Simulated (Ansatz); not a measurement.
**Is this LiCl structure stable?**

The structure comes from a generated guess, relaxed at this level; another structure or a mixture of phases may lie lower.

Level of theory: Ansatz, DFT PBE, scalar-relativistic, plane waves, PAW. Settings of the last relaxation (8-atom cell): 420 eV, 6×6×2 k points, Gaussian smearing of 0.02 eV, no spin polarisation.

Space group P-3m1 (No. 164). a = 4.187 Å, b = 4.187 Å, c = 5.291 Å, α = 90.00°, β = 90.00°, γ = 120.00°
```json
{"atom": "Li", "site": "2d", "symmetry": "3m.", "x": "0.6667", "y": "0.3333", "z": "0.7489"}
{"atom": "Cl", "site": "2d", "symmetry": "3m.", "x": "0.6667", "y": "0.3333", "z": "0.2501"}
```

The zero of energy is the elements' standard structures at the same level (Cl₂ as a molecule); no fitted shifts are applied.

**Question.** These tests were run: energy against the elements; phonons on a 2×2×1 q mesh. What do they show?

**Answer.**

```json
{"test": "energy against the elements", "result": "−1.856 eV/atom"}
{"test": "phonons on a 2×2×1 q mesh", "result": "imaginary modes down to 19i cm⁻¹"}
```

It fails one test: phonons on a 2×2×1 q mesh. So it isn't even a local minimum.

The run for the phonons used a 6×6×2 k mesh.
